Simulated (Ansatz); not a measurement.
## P under changes of volume

One of the cells (132.548 Å³/atom); the others are scaled copies at fixed shape and fractional positions:

```
P
1.0
     3.28373    0.00000    0.00000
     0.00000   34.85703    0.00000
     0.00000    0.00000    4.63208
P
4
Direct
  0.50000 0.97026 0.90785
  0.50000 0.02974 0.09215
  0.00000 0.02974 0.40785
  0.00000 0.97026 0.59215
```

* Program: Ansatz 0.2.0
* Functional: PBEsol
* Potentials or basis: all-electron LAPW, scalar-relativistic
* Cutoff: 224 eV (chosen from the basis error)
* Basis error allowed: 0.002 eV/atom
* k mesh: 8 × 1 × 6
* Occupations: fermi-dirac, width 0.05 eV
* Spin: no spin polarisation

```csv
volume (Å³/atom),energy over the lowest point (meV/atom),gap on the mesh (eV),largest force (eV/Å)
124.595,17.86,0.83,0.821
127.246,?,?,?
129.897,1.57,0.88,0.428
132.548,0.00,0.89,0.269
135.199,2.22,0.90,0.170
137.850,7.85,0.91,0.199
140.501,16.53,0.92,0.307
```

Task: What does the run at 127.246 Å³/atom give?

Result: Energy over the lowest point 7.36 meV/atom; gap on the mesh 0.86 eV; largest force 0.614 eV/Å.

Worked out: A Birch-Murnaghan fit of order 3 (a polynomial in V^(-2/3)) to the other rows has its minimum at 132.27 Å³/atom with B0 = V·E''(V) = 11.5 GPa and B' = 4.4 at fixed shape and positions, which overstates the stiffness. It gives 7.36 meV/atom at 127.246 Å³/atom, against the run's 7.36. A parabola through the other rows of the gap, of slope 1.04 eV per unit of ln V there, gives 0.86 eV, against the run's 0.86.

Energies are extrapolated to zero smearing.

A mesh can miss the band edges.
